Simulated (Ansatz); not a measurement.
Set up this calculation in Ansatz 0.2.0, as the native input.

```
Task                : single point
Functional          : PBE
Potentials or basis : Ansatz PAW
Cutoff              : 420 eV (not typed: the program's choice for these potentials)
k mesh              : 13 × 13 × 13
Occupations         : gaussian, width 0.017 eV
Spin                : no spin polarisation
```

Crystal: Ga.

```
Ga
1.0
    -1.38440    1.38440    2.31122
     1.38440   -1.38440    2.31122
     1.38440    1.38440   -2.31122
Ga
1
Direct
  0.00000 0.00000 0.00000
```

This isn't the form of Ga at room conditions, which is orthorhombic.

One way to write it, as run:

input.yaml

```yaml
crystal:
  lattice:
    - [-1.3843987196, 1.3843987196, 2.3112238365]
    - [1.3843987196, -1.3843987196, 2.3112238365]
    - [1.3843987196, 1.3843987196, -2.3112238365]
  atoms:
    - { symbol: Ga, position: [0.0, 0.0, 0.0] }
hamiltonian:
  xc: pbe
  pseudopotentials: { kind: paw }
kpoints:
  mp_grid: { grid: [13, 13, 13] }
scf:
  occupations: { method: gaussian, width: 0.017 }
output:
  forces: true
  stress: true
  eigenvalues: true
  write_density: true
  write_potential: true
  elf: true
  volumetric_format: npy
```

Potentials or basis: Ansatz PAW.

Run with:

```sh
$ ansatz run input.yaml --threads 2 --pin off --max-ram 5632MiB --backend cpu --events-out ev --progress --plain --runs-dir out
```

Results of the run:

| Quantity | Value |
| --- | --- |
| Pressure | 3.5 GPa |
| Band gap on the k mesh | none (metal or under the smearing width) |

It took 1.3 s on 2 threads of Arm Neoverse V2, with other jobs on the host, peak memory 0.31 GiB.
